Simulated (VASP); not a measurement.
Write the native input for VASP 6.6.1 that does the following.

- Task: electric field gradients
- Functional: LDA
- Potentials or basis: VASP PAW LDA potentials, release 64 (Cs_sv)
- Cutoff: 520 eV
- k mesh: 8 × 8 × 8
- Occupations: fermi-dirac, width 0.08 eV
- Spin: no spin polarisation
- Dipole correction: no
- Further INCAR settings: ALGO = Fast; EDIFF = 1e-08; NBANDS = 10

The structure of Cs lies in POSCAR:

```
Cs
1.0
    0.0000000000      4.0257737477      4.0257737477
    4.0257737477      0.0000000000      4.0257737477
    4.0257737477      4.0257737477      0.0000000000
Cs
1
Direct
    0.0000000000      0.0000000000      0.0000000000
```

This isn't the form of Cs at room conditions, which is bcc.

The cell isn't the ideal one: volume scaled by 1.06, crystal datasets.

These files were run (other wordings do the same):

INCAR

```
SYSTEM = Cs
PREC     = Accurate       ! precision mode
ENCUT    = 520            ! plane-wave cutoff, eV
EDIFF    = 1E-8           ! SCF threshold, eV
ISMEAR   = -1             ! smearing method
SIGMA    = 0.08           ! smearing width, eV
LREAL    = .False.        ! projectors in reciprocal space
LASPH    = .True.         ! aspherical terms in the spheres
NELM     = 80             ! most SCF steps
ALGO     = Fast           ! electronic algorithm
ISIF     = 2              ! what is computed and relaxed
LWAVE    = .False.        ! write WAVECAR
LCHARG   = .False.        ! write CHGCAR
GGA      = CA             ! functional
LEFG     = .True.       
NBANDS   = 10             ! bands
```

KPOINTS

```
regular mesh
0
Gamma
  8 8 8
  0 0 0
```

Potentials or basis: VASP PAW LDA potentials, release 64 (Cs_sv).

Command:

```console
$ cat potpaw_LDA.64/Cs_sv/POTCAR > POTCAR
$ mpirun -np 1 vasp_std > vasp.out
```

It gave:

```yaml
Pressure: -0.4 GPa
Band_gap_on_the_k_mesh: none (metal or under the smearing width)
```

It took 29 s on 1 thread of Intel(R) Xeon(R) Platinum 8488C (Sapphire Rapids), on a shared host, peak memory 0.2 GiB.
